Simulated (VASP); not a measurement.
# Shielding tensors and field gradients of CdF2

Wanted: the shieldings and field gradients at the nuclei of CdF2. The cell is of the fluorite type, one of the forms listed for this formula, which need not be the common one. The start is a cell from a database of measured crystal structures.

Program: VASP 6.6.1. Level of theory: PBE; plane waves and PAW (Cd, F), in the first sound run; inputs show where later runs differ. Results are calculated unless marked as measured.

Most raw output is cut from this account.

### Step 1. The structure

The structure is cubic, space group Fm-3m (No. 225). Conventional cell: a = 5.388 Å, b = 5.388 Å, c = 5.388 Å, α = 90.00°, β = 90.00°, γ = 90.00°. Nearest to Cd lie 8 F at 2.33 Å. F has 4 Cd at 2.33 Å nearest. Farther neighbours and most contacts between anions are not listed.

### Step 2. Ground state

The next steps need an insulator, so the gap is checked first.

Contents of INCAR:

```
SYSTEM = CdF2
PREC = Accurate
ENCUT = 520
EDIFF = 1E-07
NELM = 100
ISMEAR = 0
SIGMA = 0.01
LREAL = .FALSE.
ALGO = Normal
GGA = PE
NBANDS = 19
LORBIT = 11
LWAVE = .FALSE.
LCHARG = .FALSE.
KPAR = 4
```

Contents of POSCAR:

```
CdF2
1.0
    0.0000000000      2.6940000000      2.6940000000
    2.6940000000      0.0000000000      2.6940000000
    2.6940000000      2.6940000000      0.0000000000
Cd F
1 2
Direct
    0.0000000000      0.0000000000      0.0000000000
    0.7500000000      0.7500000000      0.7500000000
    0.2500000000      0.2500000000      0.2500000000
```

Contents of KPOINTS:

```
Automatic mesh
0
Gamma
6 6 6
0 0 0
```

PAW data sets: Cd and F (PBE family, release 64).

Run with:

```console
mpirun -np 4 vasp_std
```

The job ended after 5.2 s (4 MPI ranks of AMD EPYC 7R43, shared host; peak memory 0.49 GiB).

The gap is read on the k-mesh alone, so it is an upper bound where the band edges lie off the mesh.

Numbers from this step:

| Item | Value |
| --- | --- |
| free energy (TOTEN) | -10.86 eV |
| Fermi energy | -1.262 eV |
| pressure | 6.192 GPa |
| gap on the k-mesh | 3.087 eV |
| least direct gap on the k-mesh | 3.567 eV |

The cell has a gap of 3.09 eV on this mesh and a pressure of +6.2 GPa, which holds the misfit of the given cell and coordinates with this functional, and any error of cutoff, mesh and data sets. Spin-orbit coupling is left out, which can shift or reorder these edges.

### Step 3. Shielding tensors

This step: chemical shifts by linear response (GIPAW), PBE; plane waves and PAW (Cd, F) (VASP 6.6.1).

LCHIMAG computes the induced currents by linear response. It needs tightly converged orbitals and a cutoff well above the default; LEFG adds the field gradients at no cost.

Contents of INCAR:

```
SYSTEM = CdF2
PREC = Accurate
ENCUT = 560
EDIFF = 1E-09
NELM = 100
ISMEAR = 0
SIGMA = 0.01
LREAL = .FALSE.
ALGO = Normal
GGA = PE
NBANDS = 19
LWAVE = .FALSE.
LCHARG = .FALSE.
KPAR = 4
LCHIMAG = .TRUE.
LEFG = .TRUE.
DQ = 0.001
ICHIBARE = 1
LNMR_SYM_RED = .TRUE.
```

POSCAR is that of step 2.

Contents of KPOINTS:

```
Automatic mesh
0
Gamma
8 8 8
0 0 0
```

Run with:

```console
mpirun -np 4 vasp_std
```

Run time: 3.3 min. Hardware: 4 MPI ranks; peak memory 1 GiB; 13 min of CPU time.

This step gave:

* Fermi energy: -1.236 eV
* pressure: 6.185 GPa
* gap on the k-mesh: 3.068 eV

Valence and core; the G = 0 term is that of a spherical sample. NMR shielding, by row:

| atom | isotropic shielding (ppm) | span (ppm) | skew | isotropic shielding without the G = 0 term (ppm) |
| --- | --- | --- | --- | --- |
| Cd1 | 3965 | 0 | - | 3952 |
| F2 | 347.2 | 0 | - | 334.6 |
| F3 | 347.2 | 0 | - | 334.6 |

Ordered as |Vzz| ≥ |Vxx| ≥ |Vyy|, the program's way. Electric field gradients, by row:

| atom | Vxx (V/Å²) | Vyy (V/Å²) | Vzz (V/Å²) | asymmetry |
| --- | --- | --- | --- | --- |
| Cd1 | -0.001 | -0.001 | 0.003 | - |
| F2 | 0.004 | 0.004 | -0.008 | - |
| F3 | 0.004 | 0.004 | -0.008 | - |

### Step 4. Another functional

This step: chemical shifts by linear response (GIPAW), PBEsol; plane waves and PAW (Cd, F) (VASP 6.6.1).

The functional is changed, to see how much the shieldings depend on it.

Changes to INCAR since step 3:

```diff
@@ -9,3 +9,3 @@
 ALGO = Normal
-GGA = PE
+GGA = PS
 NBANDS = 19
```

POSCAR is that of step 3.

KPOINTS is that of step 3.

Run with:

```console
mpirun -np 4 vasp_std
```

The job ended after 3.3 min (4 MPI ranks; peak memory 1 GiB; 13 min of CPU time).

The PAW data sets were made with PBE, which is usual practice but a small mismatch for other functionals.

This step gave:

| Item | Value |
| --- | --- |
| free energy (TOTEN) | -11.59 eV |
| Fermi energy | -1.312 eV |
| pressure | 0.5249 GPa |
| gap on the k-mesh | 2.903 eV |
| least direct gap on the k-mesh | 3.393 eV |

Valence and core; the G = 0 term is that of a spherical sample. NMR shielding, by row:

| atom | isotropic shielding (ppm) | span (ppm) | skew | isotropic shielding without the G = 0 term (ppm) |
| --- | --- | --- | --- | --- |
| Cd1 | 3929 | 0 | - | 3917 |
| F2 | 340.4 | 0 | - | 327.7 |
| F3 | 340.4 | 0 | - | 327.7 |

Ordered as |Vzz| ≥ |Vxx| ≥ |Vyy|, the program's way. Electric field gradients, by row:

| atom | Vxx (V/Å²) | Vyy (V/Å²) | Vzz (V/Å²) | asymmetry |
| --- | --- | --- | --- | --- |
| Cd1 | -0.001 | -0.001 | 0.003 | - |
| F2 | 0.004 | 0.004 | -0.008 | - |
| F3 | 0.004 | 0.004 | -0.008 | - |

Against the first shielding run the largest change is -35.5 ppm, on Cd1.

### Step 5. Summary

This step: chemical shifts by linear response (GIPAW), PBE, PBEsol; plane waves and PAW (VASP 6.6.1).

Derived from the runs above.

Isotropic shieldings. Cost is wall time times ranks on a shared host. Shieldings by setting:

| run | ENCUT (eV) | k mesh | Cd1, Wyckoff letter a (ppm) | F2, Wyckoff letter c (ppm) | cost (core minutes) |
| --- | --- | --- | --- | --- | --- |
| first shielding run | 560 | 8x8x8 | 3965 | 347.2 | 13.33 |
| another functional | 560 | 8x8x8 | 3929 | 340.4 | 13.2 |

### Step 6. Results

```yaml
cd_isotropic_shielding: 3964.9 ppm
f_isotropic_shielding: 347.2 ppm
```

**Reading.** At PBE, in the first shielding run, the isotropic shieldings are Cd 3964.9 ppm; F 347.2 ppm. In the first shielding run all tensors are isotropic to 0.5 ppm, as the cubic site symmetry asks. In the undistorted cell the field gradients vanish by symmetry; what its table shows is numerical noise. Against the first shielding run, the one with another functional moves the shieldings by at most 35 ppm. Shifts were not obtained, since a shift is the shielding of a reference compound, computed alike, less these values. The G = 0 term is the part set by the sample's shape, taken here for a sphere. Spin-orbit effects on the shifts of and near heavy atoms are left out. No finer mesh was run, so convergence in it isn't shown. VASP's guide advises LASPH and NLSPLINE for shieldings, which this input doesn't set; the effect wasn't tested. Where the functional isn't the one that the data sets were made with, the shieldings hold that mismatch too. The cell is of the fluorite type, one of the forms listed for this formula, which need not be the common one. The given cell is kept, although it stands at +6.2 GPa at PBE and ENCUT = 560 eV, which holds the mismatch of the given cell with this functional, any error of the entry itself and any basis-set error.

[Lines on the potential files, build, host, timing and source positions are cut from VASP's logs without a mark.]

[Logs are printed without paths, hosts, clocks, repeated set-up lines and the standing remarks that a program may print on its own settings, such as how far it seeks lower states.]

[Hosts, paths, dates, database ids (printed as entryN), source tags and the programs' standing remarks are cut or masked in the printed files.]
